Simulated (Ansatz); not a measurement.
Ansatz input file:

```yaml
crystal:
  lattice:
    - [3.8247709102, 0.0, 0.0]
    - [-1.9123854551, 3.3123487719, 0.0]
    - [0.0, 0.0, 18.9740332466]
  atoms:
    - { symbol: Si, position: [0.0, 0.0, 0.0] }
    - { symbol: Si, position: [0.0, 0.0, 0.125] }
    - { symbol: Si, position: [0.3333333333, 0.6666666667, 0.1666666667] }
    - { symbol: Si, position: [0.3333333333, 0.6666666667, 0.2916666667] }
    - { symbol: Si, position: [0.6666666667, 0.3333333333, 0.3333333333] }
    - { symbol: Si, position: [0.6666666667, 0.3333333333, 0.4583333333] }
    - { symbol: Si, position: [0.3333333333, 0.6666666667, 0.5] }
    - { symbol: Si, position: [0.3333333333, 0.6666666667, 0.625] }
    - { symbol: Si, position: [0.6666666667, 0.3333333333, 0.6666666667] }
    - { symbol: Si, position: [0.6666666667, 0.3333333333, 0.7916666667] }
    - { symbol: Si, position: [0.3333333333, 0.6666666667, 0.8333333333] }
    - { symbol: Si, position: [0.3333333333, 0.6666666667, 0.9583333333] }
basis:
  ecutwfc: 420
kpoints:
  mp_grid: { grid: [12, 12, 2] }
hamiltonian:
  xc: pbesol
scf:
  occupations: { method: gaussian, width: 0.01 }
output:
  forces: true
  stress: true
  eigenvalues: true
  populations: true
  write_density: true
  write_potential: true
  elf: true
  volumetric_format: npy
relax:
  adjacent_minimum: "off"
  f_tol: 0.01
  max_steps: 45
  cell: { stress_tol: 0.05 }
```

Command:
```bash
ansatz run input.yaml --threads 1 --pin off --max-ram 2560MiB --backend cpu --events-out ev --progress --plain --runs-dir out
```

Computed with DFT PBEsol, scalar-relativistic, plane waves, PAW in Ansatz.

Part of what the program printed, abridged (final results; tables in files aren't shown):

```
SCF 4 converged in 4 iterations: F = -7457.853266 eV  dr2 = 1.09e-10
SCF converged after 4 iterations
Free energy (F): -7457.853266 eV
Harris-Foulkes:  -7457.853266 eV  (|F-HF|=2.27e-11)
Internal energy: -7457.853266 eV  (E = F + TS)
E sigma→0 (E₀):  -7457.853266 eV
Fermi energy:    6.537164 eV
--- Per-component energies (eV) ---
  E_band       = 52.370976
  E_kinetic    = 483.282906
  E_local      = -329.868372  (includes V_loc(G=0)·N_el)
  E_nonlocal   = 312.566962
  E_hartree    = 88.920852
  E_xc         = -656.039564
  E_vxc        = -561.831851  (∫ρ·V_xc dr)
  E_paw        = -5987.352581  (= ΣΔE_a)
  E_vpaw       = -29.620448  (= ΣTr[D̂ρ^β])
  E_aug_tail   = 0.000071  (compensation charges beyond the density's cutoff)
  E_ewald      = -1369.742269
  E_core_change = 0.378728  (= ΣΔE_core)
  E_smearing   =  0.000000  (= −TS)
--- Forces (eV/Å), atoms counted from 1 ---
  atom   1  Si     0.00000000     0.00000000     0.00653312
  atom   2  Si     0.00000000     0.00000000    -0.00653312
  atom   3  Si     0.00000000     0.00000000    -0.00370593
  atom   4  Si     0.00000000     0.00000000     0.00262993
  atom   5  Si     0.00000000     0.00000000     0.00483501
  atom   6  Si     0.00000000     0.00000000    -0.00157752
  atom   7  Si     0.00000000     0.00000000    -0.00160999
  atom   8  Si     0.00000000     0.00000000     0.00160999
  atom   9  Si     0.00000000     0.00000000     0.00157752
  atom  10  Si     0.00000000     0.00000000    -0.00483501
  atom  11  Si     0.00000000     0.00000000    -0.00262993
  atom  12  Si     0.00000000     0.00000000     0.00370593
--- Stress (GPa, compression-positive) ---
        0.010814       0.000000       0.000000
        0.000000       0.010814       0.000000
        0.000000       0.000000      -0.016002
  P = ⅓ Tr σ = 0.0019 GPa (0.019 kbar)
--- Band table (eV; the first three rows and the last of 38) ---
  k-point 0: bands = ["-5.8192", "-5.4629", "-5.4557", "-4.4489", "-4.4467", "-3.4982", "-0.8431", "0.7785", "0.7887", "3.7213", "3.7258", "4.9209", "4.9209", "5.1548", "5.1548", "5.1931", "5.1931", "5.8088", "5.8088", "5.8640", "5.8640", "6.1112", "6.3463", "6.3463", "7.4570", "7.7425", "7.8363", "8.4752", "8.4752", "8.5739", "8.6853", "8.7733", "8.9317", "8.9317", "9.0674", "9.0674"]
  k-point 1: bands = ["-5.7321", "-5.7249", "-5.0279", "-5.0170", "-3.8311", "-3.8296", "-0.3433", "-0.3377", "2.1730", "2.1950", "4.9685", "4.9685", "5.0039", "5.0039", "5.2390", "5.2488", "5.4217", "5.4217", "5.5203", "5.5203", "6.1448", "6.1448", "6.2239", "6.2239", "7.4923", "7.6038", "8.0431", "8.3120", "8.5745", "8.5745", "8.7276", "8.7276", "8.8932", "9.0244", "9.1873", "9.1873"]
  k-point 2: bands = ["-5.7378", "-5.3818", "-5.3748", "-4.3685", "-4.3665", "-3.4157", "-0.7983", "0.8112", "0.8216", "3.6711", "3.6741", "4.2235", "4.4939", "4.5357", "4.7365", "4.9895", "5.0138", "5.2744", "5.3289", "5.6729", "5.7124", "5.7341", "5.9878", "6.2151", "7.9185", "8.1492", "8.2818", "8.6435", "8.7080", "8.7770", "8.8110", "8.8883", "9.1029", "9.2032", "9.2310", "9.3165"]
  k-point 37: bands = ["-2.6127", "-2.5939", "-2.5717", "-2.4910", "-2.4235", "-2.3649", "-1.0182", "-0.8388", "-0.6603", "-0.4244", "-0.3927", "-0.3854", "1.3105", "1.5287", "1.5779", "2.2552", "2.2553", "2.6442", "3.1672", "3.1738", "3.4077", "3.7936", "3.9733", "4.4280", "7.3113", "7.9585", "7.9790", "8.3614", "8.9254", "9.0822", "10.1368", "10.1652", "11.0198", "11.2417", "11.5756", "11.8317"]
--- Relaxed structure (3 steps of the walk, 3 accepted, 1 SCFs on fresh bases) ---
  F+E_penalty+E_count = -7457.85326618 eV   max|allowed force component| = 6.533e-3 eV/Å   (the final SCF, on the basis selected at the relaxed cell)
  cell:  # Å, volume = 240.3319 Å³
    - [3.82989365, 0.0, 0.0]
    - [-1.91494682, 3.31678519, 0.0]
    - [0.0, 0.0, 18.91940170]
  atoms:
    - { symbol: Si, position: [0.0, 0.0, -0.00013072] }
    - { symbol: Si, position: [0.0, 0.0, 0.12513072] }
    - { symbol: Si, position: [0.33333333, 0.66666666, 0.16691034] }
    - { symbol: Si, position: [0.33333333, 0.66666666, 0.29101798] }
    - { symbol: Si, position: [0.66666666, 0.33333333, 0.33281784] }
    - { symbol: Si, position: [0.66666666, 0.33333333, 0.45797336] }
    - { symbol: Si, position: [0.33333333, 0.66666666, 0.49999006] }
    - { symbol: Si, position: [0.33333333, 0.66666666, 0.62500993] }
    - { symbol: Si, position: [0.66666666, 0.33333333, 0.66702663] }
    - { symbol: Si, position: [0.66666666, 0.33333333, 0.79218215] }
    - { symbol: Si, position: [0.33333333, 0.66666666, 0.83398201] }
    - { symbol: Si, position: [0.33333333, 0.66666666, 0.95808965] }
--- Löwdin populations: 12 sites ---
  site symbol q [e]
     0     Si      3.9701
     1     Si      3.9701
     2     Si      3.9576
     3     Si      3.9567
     4     Si      3.9687
     5     Si      3.9649
     6     Si      3.9628
     7     Si      3.9628
     8     Si      3.9649
     9     Si      3.9687
    10     Si      3.9567
    11     Si      3.9576
  spilling = 0.009129 (of n_electrons = 48.000000)
```

The relaxation met its thresholds.

Time: 5.1 min on 1 thread of Intel(R) Xeon(R) Processor @ 2.50GHz (Skylake/Cascade Lake), with other jobs on the host, peak memory 0.59 GiB.